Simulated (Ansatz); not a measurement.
Set up this calculation in Ansatz 0.2.0, as the native input.

| Quantity | Value |
| --- | --- |
| Task | density of states |
| Functional | PBEsol |
| Potentials or basis | all-electron LAPW, scalar-relativistic |
| Cutoff | 271 eV (chosen from the basis error) |
| Basis error allowed | 0.002 eV/atom |
| k mesh | 8 × 8 × 5 |
| Occupations | fermi-dirac, width 0.05 eV |
| Spin | no spin polarisation |
| Hubbard terms | Pt d U = 8 eV |

The system is Te2Pt (Moncheite).

```
Pt Te
1.0
     4.01000    0.00000    0.00000
    -2.00500    3.47276    0.00000
     0.00000    0.00000    5.20100
Pt Te
1 2
Direct
  0.00000 0.00000 0.00000
  0.66667 0.33333 0.75000
  0.33333 0.66667 0.25000
```

The input as run:

input.yaml

```yaml
crystal:
  lattice:
    - [4.01, 0.0, 0.0]
    - [-2.005, 3.4727618692, 0.0]
    - [0.0, 0.0, 5.201]
  atoms:
    - { symbol: Pt, position: [0.0, 0.0, 0.0] }
    - { symbol: Te, position: [0.6666666667, 0.3333333333, 0.75] }
    - { symbol: Te, position: [0.3333333333, 0.6666666667, 0.25] }
kpoints:
  mp_grid: { grid: [8, 8, 5] }
scf:
  occupations: { method: fermi_dirac, width: 0.05 }
hamiltonian:
  xc: pbesol
  pseudopotentials: { kind: all_electron, lapw: { basis_error: 0.002 } }
  hubbard:
    sites: [{ species: Pt, l: d, u_eff: 8 }]
    double_counting: fll
    projectors: ortho-atomic
output:
  forces: true
  stress: true
  eigenvalues: true
  dos: { projected: false, de: 0.1, e_range: [-10, 10] }
```

Potentials or basis: all-electron LAPW, scalar-relativistic.

Launch:

```bash
$ ansatz run input.yaml --threads 2 --pin off --max-ram 6144MiB --backend cpu --events-out ev --progress --plain --runs-dir out
```

Results of the run:

```
Pressure               : 4.4 GPa
Largest force          : 0.890 eV/Å
Band gap on the k mesh : none (metal or under the smearing width)
```

Caveat: U is the effective U less J, on atomic orbitals that reach past the spheres; U without spin polarisation on a metal has little footing; the U is typed as a test and isn't derived for this compound.

Wall time 30 s on 2 threads of Arm Neoverse V1, on a shared host, peak memory 0.58 GiB.
